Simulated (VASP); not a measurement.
All values below come from r2SCAN meta-GGA, VASP's PBE PAW potentials (set 64) (plane waves; VASP 6.6.1).

The input files of a VASP run:

**KPOINTS**
```
Automatic mesh
0
Gamma
6 6 6
0 0 0
```

**POSCAR**
```
CsBr
1
    4.3221371611     0.0000000000     0.0000000000
    0.0000000000     4.3221371611     0.0000000000
    0.0000000000     0.0000000000     4.3221371611
Cs Br
1 1
Direct
  0.0000000000   0.0000000000   0.0000000000
  0.5000000000   0.5000000000   0.5000000000
```

**INCAR**
```
! general
SYSTEM =CsBr
PREC   =Accurate
ENCUT  =480
LREAL  =F
LASPH  =T

! electronic loop
EDIFF  =1E-7
NELM   =100
ALGO   =Normal
LMAXMIX=4
LMIXTAU=T

! smearing
ISMEAR =0
SIGMA  =0.05

! functional
METAGGA=R2SCAN

! ions
ISIF   =2

! output
LWAVE  =F
LCHARG =F
```

POTCAR, in this order: Cs_sv Br (PBE.64 set). Program: vasp_std.

Output

OSZICAR:
```
       N       E                     dE             d eps       ncg     rms          rms(c)
DAV:   1     0.545099868273E+02    0.54510E+02   -0.66338E+03   480   0.109E+03
DAV:   2    -0.388931343229E+02   -0.93403E+02   -0.86227E+02   728   0.183E+02
DAV:   3    -0.458709256730E+02   -0.69778E+01   -0.69408E+01   588   0.569E+01
DAV:   4    -0.459410702855E+02   -0.70145E-01   -0.70120E-01   556   0.661E+00
DAV:   5    -0.459416816952E+02   -0.61141E-03   -0.61134E-03   604   0.604E-01    0.173E+00
DAV:   6    -0.428637826982E+02    0.30779E+01   -0.60006E-01   540   0.655E+00    0.142E+00
DAV:   7    -0.416243594455E+02    0.12394E+01   -0.47206E-01   540   0.546E+00    0.562E-01
DAV:   8    -0.423457516759E+02   -0.72139E+00   -0.36658E-01   488   0.625E+00    0.447E-01
DAV:   9    -0.423448638539E+02    0.88782E-03   -0.15571E-01   480   0.460E+00    0.265E-01
DAV:  10    -0.423421789311E+02    0.26849E-02   -0.15997E-01   480   0.445E+00    0.841E-02
DAV:  11    -0.423091399839E+02    0.33039E-01   -0.28204E-02   488   0.210E+00    0.655E-02
DAV:  12    -0.423230826562E+02   -0.13943E-01   -0.11182E-02   504   0.133E+00    0.503E-02
DAV:  13    -0.423218148252E+02    0.12678E-02   -0.25432E-04   572   0.182E-01    0.362E-02
DAV:  14    -0.423249276035E+02   -0.31128E-02   -0.14499E-03   488   0.467E-01    0.757E-03
DAV:  15    -0.423249927473E+02   -0.65144E-04   -0.63657E-05   544   0.106E-01    0.500E-03
DAV:  16    -0.423250078913E+02   -0.15144E-04   -0.20045E-06   544   0.178E-02    0.470E-03
DAV:  17    -0.423249900443E+02    0.17847E-04   -0.42600E-06   520   0.298E-02    0.323E-03
DAV:  18    -0.423250223760E+02   -0.32332E-04   -0.21431E-05   488   0.646E-02    0.165E-03
DAV:  19    -0.423250231085E+02   -0.73249E-06   -0.37567E-07   556   0.662E-03    0.122E-03
DAV:  20    -0.423250226852E+02    0.42334E-06   -0.15101E-07   352   0.499E-03    0.950E-04
DAV:  21    -0.423250232487E+02   -0.56351E-06   -0.20289E-07   408   0.572E-03    0.288E-04
DAV:  22    -0.423250232795E+02   -0.30765E-07   -0.15516E-08   296   0.149E-03
   1 F= -.42325023E+02 E0= -.42325023E+02  d E =-.117110E-13
```

File OUTCAR:
```
------------------------ aborting loop because EDIFF is reached ----------------------------------------
  FORCE on cell =-STRESS in cart. coord.  units (eV):
  Direction    XX          YY          ZZ          XY          YZ          ZX
  --------------------------------------------------------------------------------------
  Total        0.0234092      0.0234092      0.0234092     -0.0000000     -0.0000000     -0.0000000
  in kB        0.4645161      0.4645161      0.4645161     -0.0000000     -0.0000000     -0.0000000
  external PRESSURE =       0.4645161 kB  Pullay stress =       0.0000000 kB
  volume of cell :       80.74
      direct lattice vectors                 reciprocal lattice vectors
     4.322137161  0.000000000  0.000000000     0.231367021  0.000000000  0.000000000
     0.000000000  4.322137161  0.000000000     0.000000000  0.231367021  0.000000000
     0.000000000  0.000000000  4.322137161     0.000000000  0.000000000  0.231367021
 POSITION                                       TOTAL-FORCE (eV/Angst)
 -----------------------------------------------------------------------------------
      0.00000      0.00000      0.00000         0.000000      0.000000      0.000000
      2.16107      2.16107      2.16107         0.000000      0.000000      0.000000
 -----------------------------------------------------------------------------------
    total drift:                                0.000000      0.000000     -0.000000
  FREE ENERGIE OF THE ION-ELECTRON SYSTEM (eV)
  ---------------------------------------------------
  free  energy   TOTEN  =       -42.3250232795 eV

  energy  without entropy=      -42.3250232795  energy(sigma->0) =      -42.32502328
```
(Selected blocks of OUTCAR.)

The compound is CsBr in the CsCl type structure. It was relaxed first.
